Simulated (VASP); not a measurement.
BN, a slab with vacuum:

```
B N
1.0
     2.50762    0.00000    0.00000
    -1.25381    2.17166    0.00000
     0.00000    0.00000   21.31785
B N
2 2
Direct
  0.66667 0.33333 0.42146
  0.33333 0.66667 0.57854
  0.33333 0.66667 0.42140
  0.66667 0.33333 0.57860
```

Program: VASP 6.6.1. Alike in all runs: task band structure; potentials or basis VASP PAW PBE potentials, release 64 (B, N); no spin polarisation; cell as given; k mesh 9 × 9 × 1; cutoff (eV) 520; smearing gaussian 0.03 eV.

**Question.** Order these runs on this cell by their band gap on the k mesh, lowest first.
A. level PBE0; grid for exact exchange (PRECFOCK) Fast; exchange at q = 0 truncated
B. level HSE06; grid for exact exchange (PRECFOCK) Fast; screening parameter 0.2 1/A
C. level PBE+D3(BJ)

**Answer.** C (4.58 eV), B (5.85 eV), A (6.45 eV).

A k mesh can miss the band edges.
